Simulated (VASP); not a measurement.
Mg: electrostatic potential with PW91

Mg:

```xyz
4
Lattice="4.4885 0.0000 0.0000 0.0000 4.4885 0.0000 0.0000 0.0000 4.4885" Properties=species:S:1:pos:R:3 pbc="T T T"
Mg    0.0000    0.0000    0.0000
Mg    0.0000    2.2443    2.2443
Mg    2.2443    0.0000    2.2443
Mg    2.2443    2.2443    0.0000
```

This isn't the form of Mg at room conditions, which is hcp.

- Program: VASP 6.6.1
- Task: electrostatic potential
- Functional: PW91
- Potentials or basis: VASP PAW PBE potentials, release 64 (Mg)
- Cutoff: 520 eV
- k mesh: 6 × 6 × 6
- Occupations: methfessel-paxton, width 0.2 eV
- Spin: no spin polarisation
- Further INCAR settings: ALGO = Fast; EDIFF = 1e-06

| Quantity | Value |
| --- | --- |
| Pressure | 0.6 GPa |

Levels at points of the mesh, in eV from the Fermi level:
```tsv
k point	band 2	band 3	band 4	band 5	band 6	band 7
(0.00, 0.00, 0.00)	-0.17	-0.17	-0.17	0.87	0.87	0.87
(0.50, 0.00, 0.00)	-5.07	1.50	1.50	1.50	1.50	2.05
(0.50, 0.50, 0.00)	-3.26	-3.26	-3.26	3.20	3.20	3.20
(0.50, 0.50, 0.50)	-1.67	-1.67	-1.67	-1.23	-1.23	-1.23
```

It took 6.5 s on 1 thread of Intel(R) Xeon(R) 6975P-C (Granite Rapids) (shared host), peak memory 0.19 GiB.

Caveat: the bands computed are all filled at some k points, so no gap is given; the PAW data sets were made with another functional, which shifts forces and pressure a little.
